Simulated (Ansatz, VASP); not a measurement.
## CuAu (Tetraauricupride) in VASP and in Ansatz

```
CELL_PARAMETERS angstrom
2.79292 0.00000 0.00000
0.00000 2.79292 0.00000
0.00000 0.00000 3.53240
ATOMIC_POSITIONS crystal
Cu 0.50000 0.50000 0.50000
Au 0.00000 0.00000 0.00000
```

Alike in both runs: functional LDA; k mesh 16 × 16 × 12; occupations gaussian, width 0.1 eV; no spin polarisation.

Ansatz relaxed the structure, and its values are those at the end. VASP's run is a single point on that final structure, the one shown.

|  | VASP | Ansatz |
| --- | --- | --- |
| version | VASP 6.6.1 | Ansatz 0.2.0 |
| potentials or method | VASP PAW LDA potentials, release 64 (Cu, Au) | scalar-relativistic, plane waves, PAW |
| plane-wave cutoff (eV) | 520 | 420 |
| valence electrons in the cell | 22 | 38 |

```tsv
	VASP	Ansatz	Ansatz less VASP
gap on the k mesh at the Fermi level (eV)	none	none	-
pressure (GPa)	0.5	0.0	-0.50
```

A gap of «none» marks a metal or a gap that the smearing closes. The two sets of potentials don't hold the same shells in valence.

Spin-orbit coupling is left out, which matters for the levels of Au.
